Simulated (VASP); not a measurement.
# C19O: single point with PBEsol

The system is C19O, a slab with vacuum.

```
C O
1.0
     7.39800    0.00000    0.00000
    -3.69900    6.40686    0.00000
     0.00000    0.00000   13.00000
C O
19 1
Direct
  0.99459 0.00069 0.06578
  0.21947 0.11313 0.06577
  0.99630 0.33633 0.06578
  0.21782 0.44712 0.06578
  0.99690 0.66800 0.06578
  0.21720 0.77811 0.06573
  0.32962 0.00299 0.06571
  0.55117 0.11374 0.06575
  0.33023 0.33467 0.06580
  0.55053 0.44482 0.06581
  0.32799 0.66738 0.06575
  0.55280 0.77981 0.06575
  0.66356 0.00129 0.06573
  0.88383 0.11145 0.06577
  0.66128 0.33404 0.06580
  0.88615 0.44646 0.06580
  0.66294 0.66968 0.06579
  0.88445 0.78042 0.06579
  0.40638 0.93605 0.31632
  0.33573 0.01071 0.36598
```

The cell was built by a generator and needn't be a form met in nature.

| Quantity | Value |
| --- | --- |
| Program | VASP 6.6.1 |
| Task | single point |
| Functional | PBEsol |
| Potentials or basis | VASP PAW PBE potentials, release 64 (C, O) |
| Cutoff | 520 eV |
| k mesh | 2 × 2 × 1 |
| Occupations | gaussian, width 0.02 eV |
| Spin | no spin polarisation |

- Largest force: 1.065 eV/Å
- Band gap on the k mesh: 0.21 eV, direct

Forces on the atoms (eV/Å):
```
C    0.008  0.008  0.003
C   -0.013  0.000  0.002
C    0.012 -0.009 -0.002
C    0.003 -0.017 -0.003
C   -0.011 -0.002  0.003
C    0.008  0.008  0.002
C    0.016 -0.019  0.000
C    0.013 -0.017 -0.001
C   -0.016 -0.004 -0.001
C    0.015  0.018  0.000
C   -0.001  0.022  0.000
C   -0.017  0.010  0.001
C   -0.021 -0.006 -0.003
C    0.010  0.013 -0.001
C    0.003  0.020  0.001
C   -0.017  0.008  0.001
C    0.010 -0.015  0.000
C    0.006 -0.021  0.000
C    0.742 -0.448 -0.607
O   -0.750  0.451  0.606
```

Levels at points of the mesh, in eV from the valence-band top:
| k point | band 39 | band 40 | band 41 | band 42 | band 43 | band 44 |
| --- | --- | --- | --- | --- | --- | --- |
| (0.00, 0.00, 0.00) | -2.90 | 0.00 | 0.00 | 0.21 | 0.21 | 2.40 |
| (0.50, 0.00, 0.00) | -2.54 | -2.53 | -2.26 | 1.75 | 2.35 | 2.39 |
| (0.00, 0.50, 0.00) | -2.54 | -2.53 | -2.26 | 1.74 | 2.35 | 2.38 |
| (0.50, 0.50, 0.00) | -2.54 | -2.53 | -2.26 | 1.75 | 2.36 | 2.39 |

Run time: 8.4 min on 1 thread of AMD EPYC 7R43 64-Core Processor (Zen 3), with other jobs on the host, peak memory 0.63 GiB.

Caveat: the k mesh is coarse (spacing up to 0.49 Å⁻¹), so the values aren't converged; the standard files for N, O and F lose accuracy on very short bonds; the PAW data sets were made with another functional, which shifts forces and pressure a little. A hybrid or GW would open this gap; PBEsol tends to underestimate it.
